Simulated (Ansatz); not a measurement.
## One slab under several functionals: hcp Bi (10-10), 6 layers

All-electron LAPW in Ansatz 0.2.0, scalar-relativistic, no spin–orbit coupling; no spin polarisation. Each functional has its own bulk lattice constant and relaxed 1×1 slab, with 16 to 20 Å of vacuum and a dipole correction.

| functional | area (Å²) | γ (J/m²) | Φ (eV) | Δd12 (%) |
| --- | --- | --- | --- | --- |
| LDA | 19.62 | 0.41 | ? | -23.6 |
| PBE | 20.68 | ? | 3.90 | -34.8 |

Problem. What belongs in the row "PBE", column "γ (J/m²)"?

Solution. 0.26.

Problem. Fill in "Φ (eV)" for the row "LDA".

Solution. 4.14.
